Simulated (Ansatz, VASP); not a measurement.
## Ti2GeC in two plane-wave programs

Aim: how closely do two programs agree when they are given the same cell, functional and k mesh? The structure shown comes from an earlier Ansatz run, which isn't shown and may have moved the atoms alone.

Main program and level: Ansatz 0.2.0; plane waves, with VASP 6.6.1 beside it; elastic constants at PBEsol.

## Step 1: The structure

The structure is hexagonal, space group P6_3/mmc (No. 194). The conventional cell has a = 3.063 Å, b = 3.063 Å, c = 12.722 Å, α = 90.00°, β = 90.00°, γ = 120.00°. Nearest to Ti lie 3 C at 2.11 Å and 3 Ge at 2.69 Å. Nearest to Ge lie 6 Ti at 2.69 Å. Nearest to C lie 6 Ti at 2.11 Å. Farther neighbours are not listed.

## Step 2: Ansatz: elastic constants, PBEsol

Ansatz runs on its default PAW (the set named soft_2) files.

Elastic constants are differences of stresses under small strains, so they test the stress and the mesh.

Contents of input.yaml:

```yaml
crystal:
  lattice:
    - [3.0633526479, 0.0, 0.0]
    - [-1.531676324, 2.6529412139, 0.0]
    - [0.0, 0.0, 12.7221282544]
  atoms:
    - { symbol: Ti, position: [0.6666666667, 0.3333333333, 0.5906391557] }
    - { symbol: Ti, position: [0.3333333333, 0.6666666667, 0.4093608443] }
    - { symbol: Ti, position: [0.3333333333, 0.6666666667, 0.0906391557] }
    - { symbol: Ti, position: [0.6666666667, 0.3333333333, 0.9093608443] }
    - { symbol: Ge, position: [0.6666666667, 0.3333333333, 0.25] }
    - { symbol: Ge, position: [0.3333333333, 0.6666666667, 0.75] }
    - { symbol: C, position: [0.0, 0.0, 0.5] }
    - { symbol: C, position: [0.0, 0.0, 0.0] }
kpoints:
  mp_grid: { grid: [4, 4, 4] }
hamiltonian:
  xc: pbesol
scf:
  occupations: { method: methfessel_paxton, width: 0.25 }
output:
  forces: true
  stress: true
  eigenvalues: true
elastic:
  mode: relaxed_ion
  stencil: two_point
  amplitude: 0.01
```

The run is started by

```
$ ansatz run input.yaml --threads 8 --pin off --max-ram 16384MiB --backend cpu --events-out ev --progress --plain --runs-dir out
```

Numbers of over 12 decimals in the logs are rounded to 6 here.

The log of the run:

```text
Engine: ansatz 0.2.0, x86_64-unknown-linux-gnu
Pseudopotentials: kind: paw
Pseudopotential: Ti, paw, valence charge 12, recommended cutoff 420 eV (normal), Ti.paw.azcp
Pseudopotential: Ge, paw, valence charge 14, recommended cutoff 420 eV (normal), Ge.paw.azcp
Pseudopotential: C, paw, valence charge 4, recommended cutoff 420 eV (normal), C.paw.azcp
Functional definition: PBEsol
  exchange = pbesol_x
  correlation = pbesol_c
Crystal: 8 atoms, lattice volume = 103.391 Å³
Basis set: ecut = 420 eV, 2011 PW (Γ), exchange–correlation on 48×48×180 points (8 copies of the dense FFT grid, shifted against one another)
Bands: 51, of which v1, the nominal top of the filled ones, is band 42 counted from 1 (41 counted from 0)
Symmetry: 24 space group operations
Space group: P63/mmc (ITA 194), of the structure as read, at distance tolerance 4.7e-5 Å
k-points: 12 of 64
Non-local potential: Ti, projectors of the file, l = 0: 3, l = 1: 2, l = 2: 3, l = 3: 1
Non-local potential: Ge, projectors of the file, l = 0: 2, l = 1: 2, l = 2: 3, l = 3: 1
Non-local potential: C, projectors of the file, l = 0: 2, l = 1: 2, l = 2: 1
PAW form: soft (Blöchl's): semilocal exchange-correlation on the pseudo side does not see the compensation charge
PAW frozen core: Ti, regenerated for the run's functional, and the local potential with it (the file was generated under x = pbe(κ = 0.804, μ = 0.219515), c = pbe(β = 0.066725))
PAW frozen core: Ge, regenerated for the run's functional, and the local potential with it (the file was generated under x = pbe(κ = 0.804, μ = 0.219515), c = pbe(β = 0.066725))
PAW frozen core: C, regenerated for the run's functional, and the local potential with it (the file was generated under x = pbe(κ = 0.804, μ = 0.219515), c = pbe(β = 0.066725))
PAW one-centre angular grid: Ti, 590 points (default); XC on 64 Gauss nodes
PAW one-centre angular grid: Ge, 590 points (default); XC on 64 Gauss nodes
PAW one-centre angular grid: C, 110 points (default); XC on 64 Gauss nodes
Initial density: superposition of atomic densities (neutral atoms: chi_scale 0, normalization atom), corrected by the library's trained network
Initial wavefunctions: pseudopotential atomic-orbital guess
Functional: x = pbesol(κ = 0.804, μ = 0.123457), c = pbesol(β = 0.046)
SCF iter   1: F=—  HF=-18903.509236 eV  |F-HF|=—  |Δ(HF+E_count)|=         —  Δρ=7.57e-3  dr2=1.00e-1  ethr=1.77e-3  ⟨swp⟩=4.3  Hψ=2235  notcnv=0
preconditioner: auto → Resta (q_TF=auto, 2.635 Å⁻¹)  ε∞=4.6  [insulator: Δε(μ)=0.246 eV  Ē_g=13.835 eV  σ=0.250 eV  W_gap=0.71  n_scr=40 (ndim 8)  ℏωp=26.3 eV  f_vac=0.000  D(μ)=1.17/eV (n_scr^D=4)  ε∞_Penn≈4.6]
SCF iter   2: F=—  HF=-18903.488712 eV  |F-HF|=—  |Δ(HF+E_count)|=   2.05e-2  S|Δr|=    0.00e0  Δρ=2.55e-3  dr2=8.09e-3  ethr=1.20e-4  ⟨swp⟩=2.0  Hψ=792  notcnv=0
SCF iter   3: F=—  HF=-18903.487027 eV  |F-HF|=—  |Δ(HF+E_count)|=   1.68e-3  S|Δr|=    0.00e0  Δρ=6.36e-4  dr2=2.32e-4  ethr=9.63e-6  ⟨swp⟩=2.0  Hψ=720  notcnv=0
SCF iter   4: F=—  HF=-18903.487022 eV  |F-HF|=—  |Δ(HF+E_count)|=   5.78e-6  S|Δr|=    0.00e0  Δρ=1.19e-4  dr2=1.33e-5  ethr=2.76e-7  ⟨swp⟩=2.0  Hψ=737  notcnv=0
SCF iter   5: F=—  HF=-18903.486968 eV  |F-HF|=—  |Δ(HF+E_count)|=   5.36e-5  S|Δr|=    0.00e0  Δρ=2.65e-5  dr2=6.22e-7  ethr=1.58e-8  ⟨swp⟩=2.0  Hψ=767  notcnv=0
SCF iter   6: F=—  HF=-18903.486962 eV  |F-HF|=—  |Δ(HF+E_count)|=   5.88e-6  S|Δr|=    0.00e0  Δρ=7.17e-6  dr2=6.10e-8  ethr=7.41e-10  ⟨swp⟩=2.0  Hψ=892  notcnv=0
SCF iter   7: F=—  HF=-18903.486962 eV  |F-HF|=—  |Δ(HF+E_count)|=   1.22e-8  S|Δr|=    0.00e0  Δρ=2.04e-6  dr2=3.68e-9  ethr=7.26e-11  ⟨swp⟩=2.0  Hψ=884  notcnv=0
SCF iter   8: F=—  HF=-18903.486962 eV  |F-HF|=—  |Δ(HF+E_count)|=   1.18e-9  S|Δr|=    0.00e0  Δρ=7.90e-7  dr2=5.90e-10  ethr=4.38e-12  ⟨swp⟩=2.0  Hψ=884  notcnv=0
SCF iter   9: F=—  HF=-18903.486962 eV  |F-HF|=—  |Δ(HF+E_count)|=  1.49e-10  S|Δr|=    0.00e0  Δρ=1.94e-7  dr2=3.46e-11  ethr=7.02e-13 (applied; sched 1.00e-12)  ⟨swp⟩=2.0  Hψ=884  notcnv=0
SCF iter  10: F=—  HF=-18903.486962 eV  |F-HF|=—  |Δ(HF+E_count)|=    0.00e0  S|Δr|=    0.00e0  Δρ=2.72e-8  dr2=7.37e-13  ethr=4.11e-14 (applied; sched 1.00e-12)  ⟨swp⟩=2.0  Hψ=758  notcnv=0  defer=30
[...]
SCF 1 converged in 11 iterations: F = -18903.486962 eV  dr2 = 1.33e-14
  greatest PAW one-centre occupation: 0.999 electrons in one spin orbital (limit 2), on the Ti atom at site 3 (counted from 0), in its partial waves of l = 0
Crystal: 8 atoms, lattice volume = 102.357 Å³
Basis set: ecut = 420 eV, 1987 PW (Γ), exchange–correlation on 48×48×180 points (8 copies of the dense FFT grid, shifted against one another)
Symmetry: 8 space group operations
k-points: 21 of 64
[...]
SCF 34 converged in 7 iterations: F = -18903.482163 eV  dr2 = 7.21e-15
relax step   5: F+E_penalty+E_count = -18903.48216255 eV  Δ(F+E_penalty+E_count) = -3.666e-8 eV  max|allowed force component| = 1.057e-5 eV/Å  Δτ_max = 0.0001 Å  (7 SCF iters, accepted)
iter 1 solved again at ethr=1.00e-12 eV; its pass at ethr=3.10e-3 eV (dr2=4.76e-11 eV) is discarded
SCF iter   1: F=—  HF=-18903.482215 eV  |F-HF|=—  |Δ(HF+E_count)|=         —  Δρ=3.80e-7  dr2=5.09e-11  ethr=1.00e-12  ⟨swp⟩=13.5  Hψ=6042  notcnv=2
[...]
SCF iter   5: F=—  HF=-18903.482163 eV  |F-HF|=—  |Δ(HF+E_count)|=    0.00e0  S|Δr|=    0.00e0  Δρ=5.50e-8  dr2=1.05e-12  ethr=2.85e-15 (applied; sched 1.00e-12)  ⟨swp⟩=1.0  Hψ=1221  notcnv=0
SCF iter   6: F=—  HF=-18903.482163 eV  |F-HF|=—  |Δ(HF+E_count)|=  3.64e-12  S|Δr|=    0.00e0  Δρ=3.43e-8  dr2=4.20e-13  ethr=1.25e-15 (applied; sched 1.00e-12)  ⟨swp⟩=1.1  Hψ=1282  notcnv=0  defer=1
SCF iter   7: F=—  HF=-18903.482163 eV  |F-HF|=—  |Δ(HF+E_count)|=  3.64e-12  S|Δr|=    0.00e0  Δρ=3.17e-8  dr2=3.56e-13  ethr=4.99e-16 (applied; sched 1.00e-12)  ⟨swp⟩=1.0  Hψ=1220  notcnv=0  defer=1
SCF iter   8: F=—  HF=-18903.482163 eV  |F-HF|=—  |Δ(HF+E_count)|=    0.00e0  S|Δr|=    0.00e0  Δρ=2.51e-8  dr2=2.22e-13  ethr=4.24e-16 (applied; sched 1.00e-12)  ⟨swp⟩=1.0  Hψ=1220  notcnv=0  defer=1
SCF iter   9: F=-18903.482163 eV  HF=-18903.482163 eV  |F-HF|=3.64e-12  |Δ(HF+E_count)|=  3.64e-12  S|Δr|=    0.00e0  Δρ=9.21e-9  dr2=3.04e-14  ethr=1.00e-12  ⟨swp⟩=2.9  Hψ=3596  notcnv=0
SCF 35 converged in 9 iterations: F = -18903.482163 eV  dr2 = 3.04e-14
SCF converged after 11 iterations
Stability not checked: this state was not tested for a lower state beside it, because cold or Methfessel-Paxton smearing, or corrected tetrahedra, fill the levels in a way that the test cannot read (fill_not_monotonic; see scf.lower_state_search)
Free energy (F): -18903.486962 eV
Harris-Foulkes:  -18903.486962 eV  (|F-HF|=7.28e-12)
Internal energy: -18903.499301 eV  (E = F + TS)
E sigma→0 (E₀):  -18903.490047 eV
Entropy (-TS):   0.012339 eV (1.542 meV/atom)
Fermi energy:    14.283281 eV
--- Per-component energies (eV) ---
  E_band       = -653.507337
  E_kinetic    = 1501.189636
  E_local      = -7135.102055  (includes V_loc(G=0)·N_el)
  E_nonlocal   = 923.910002
  E_hartree    = 3059.470485
  E_xc         = -641.526103
  E_vxc        = -746.605338  (∫ρ·V_xc dr)
  E_paw        = -8234.976127  (= ΣΔE_a)
  E_vpaw       = -1315.841713  (= ΣTr[D̂ρ^β])
  E_aug_tail   = 0.001164  (compensation charges beyond the density's cutoff)
  E_ewald      = -8378.901915
  E_core_change = 2.435611  (= ΣΔE_core)
  E_smearing   = 0.012339  (= −TS)
  E_closure    = 0.000000  (closes the sum)
  Σ components = -18903.486962   (vs F -18903.486962, Δ=0.00e0)
--- Forces (eV/Å), atoms counted from 1 ---
  atom   1  Ti     0.00000000    -0.00000000     0.00003236
  atom   2  Ti    -0.00000000     0.00000000    -0.00003236
  atom   3  Ti    -0.00000000     0.00000000     0.00003236
  atom   4  Ti     0.00000000    -0.00000000    -0.00003236
  atom   5  Ge     0.00000000    -0.00000000     0.00000000
  atom   6  Ge    -0.00000000     0.00000000     0.00000000
  atom   7  C      0.00000000     0.00000000     0.00000000
  atom   8  C      0.00000000     0.00000000     0.00000000
  max |Σ_I F_I| component: 1.11e-16 eV/Å
--- Stress (GPa, compression-positive) ---
        0.000093       0.000000       0.000000
        0.000000       0.000093       0.000000
        0.000000       0.000000      -0.000065
  P = ⅓ Tr σ = 0.0000 GPa (0.000 kbar)
--- Band table (eV; the first three rows and the last of 12) ---
  k-point 0: bands = [... 38 lower, 14.4274, 14.9497, 14.9497, 14.9505, 15.0181, 15.0181, 15.6836, 15.6836, ... 5 higher]
  k-point 1: bands = [... 38 lower, 14.5397, 14.8963, 14.9600, 14.9600, 15.0083, 15.0083, 15.7191, 15.7191, ... 5 higher]
  k-point 2: bands = [... 38 lower, 14.7434, 14.7434, 14.9844, 14.9844, 14.9844, 14.9844, 15.8104, 15.8104, ... 5 higher]
  k-point 11: bands = [... 38 lower, 12.3231, 12.3231, 12.8346, 12.8346, 14.5100, 14.5100, 15.3554, 15.3554, ... 5 higher]
--- Elastic constants: 3 strain directions × 2 members + reference (group order 24) ---
  dense FFT box of the reference and of every strained cell: 24×24×90
  strains applied: 11, 33, 23; error gains: componentwise 1.00 (the most a stress slope's error grows in a printed constant), spectral 1.41 (1 for all six strains in a standard setting)
  C = ∂σ_k/∂η_j (tension-positive GPa; Voigt order 11 22 33 23 13 12):
       358.778     68.255     93.415      0.000      0.000     -0.000
        68.255    358.778     93.415      0.000      0.000     -0.000
        93.329     93.329    364.576      0.000      0.000     -0.000
         0.000      0.000      0.000    148.085      0.000      0.000
         0.000      0.000      0.000      0.000    148.085      0.000
        -0.000      0.000      0.000      0.000      0.000    145.261
  reference stress σ⁰ (GPa):     -0.000     -0.000      0.000     -0.000     -0.000     -0.000
  C* (energy form; C + prestress term) asymmetry max|C*_kj − C*_jk| = 8.550e-2 GPa — a small one proves nothing (zero by symmetry where the batch's group is 432, −43m or m−3m); a large one is finite-difference/SCF noise where every solve meets its electron count
  moduli (Voigt/Reuss/Hill, GPa): K = 176.90/176.63/176.77   G = 143.43/143.05/143.24   E = 338.34   ν = 0.181
  mechanically stable: yes (min eigenvalue of sym C = 145.26 GPa)
  strain η (Voigt 11):  stress-route row diagonal C_11 = 358.78 GPa, energy-path curvature d²(F+E_count+ΔE)/dδ²/Ω₀ = 359.28 GPa
         δ    σ_11 (GPa)             F (eV)   n_scf  n_hpsi   n_pw
    -1.000e-2      -3.6928      -18903.4751435       9   17298   2018   relax 5 steps, max|allowed force component| 5.64e-6 eV/Å
     1.000e-2       3.4827      -18903.4756324       6   14721   2078   relax 3 steps, max|allowed force component| 7.80e-6 eV/Å
  strain η (Voigt 33):  stress-route row diagonal C_33 = 364.58 GPa, energy-path curvature d²(F+E_count+ΔE)/dδ²/Ω₀ = 364.52 GPa
         δ    σ_33 (GPa)             F (eV)   n_scf  n_hpsi   n_pw
    -1.000e-2      -3.7477      -18903.4749476       9    9915   2020   relax 5 steps, max|allowed force component| 4.51e-7 eV/Å
     1.000e-2       3.5439      -18903.4753844       9    9995   2055   relax 5 steps, max|allowed force component| 2.86e-8 eV/Å
  strain η (Voigt 23):  stress-route row diagonal C_44 = 148.09 GPa, energy-path curvature d²(F+E_count+ΔE)/dδ²/Ω₀ = 148.10 GPa
         δ    σ_23 (GPa)             F (eV)   n_scf  n_hpsi   n_pw
    -1.000e-2      -1.4809      -18903.4821626       9   20487   2038   relax 5 steps, max|allowed force component| 6.45e-6 eV/Å
     1.000e-2       1.4809      -18903.4821626       9   20707   2038   relax 5 steps, max|allowed force component| 1.06e-5 eV/Å
```

(Continued in part 2 of 2.)

[Lines on the potential files, build, host, timing and source positions are cut from VASP's logs without a mark.]

[Logs are printed without paths, hosts, clocks, repeated set-up lines and the standing remarks that a program may print on its own settings, such as how far it seeks lower states.]

[Hosts, paths, dates, database ids (printed as entryN), source tags and the programs' standing remarks are cut or masked in the printed files.]
